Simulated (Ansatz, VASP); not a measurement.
**HgTe: VASP beside Ansatz**

```
CELL_PARAMETERS angstrom
0.00000 3.01984 3.01984
3.01984 0.00000 3.01984
3.01984 3.01984 0.00000
ATOMIC_POSITIONS crystal
Hg 0.00000 0.00000 0.00000
Te 0.50000 0.50000 0.50000
```

Alike in both runs: functional PBE; dispersion D3(BJ); k mesh 12 × 12 × 12; occupations gaussian, width 0.1 eV; no spin polarisation.

Ansatz relaxed the structure, and its values are those at the end. VASP's run is a single point on that final structure, the one shown.

|  | VASP | Ansatz |
| --- | --- | --- |
| version | VASP 6.6.1 | Ansatz 0.2.0 |
| potentials or method | VASP PAW PBE potentials, release 64 (Hg, Te) | scalar-relativistic, plane waves, PAW |
| plane-wave cutoff (eV) | 520 | 420 |
| valence electrons in the cell | 18 | 36 |

```csv
,VASP,Ansatz,Ansatz less VASP
gap on the k mesh at the Fermi level (eV),none,none,-
pressure (GPa),0.1,0.0,-0.14
```

A gap of «none» marks a metal or a gap that the smearing closes. The two sets of potentials don't hold the same shells in valence.

Caveats: pairwise dispersion overbinds metals, which lowers pressure and volume. The runs have no spin-orbit coupling, so splittings on Hg, Te are missing.
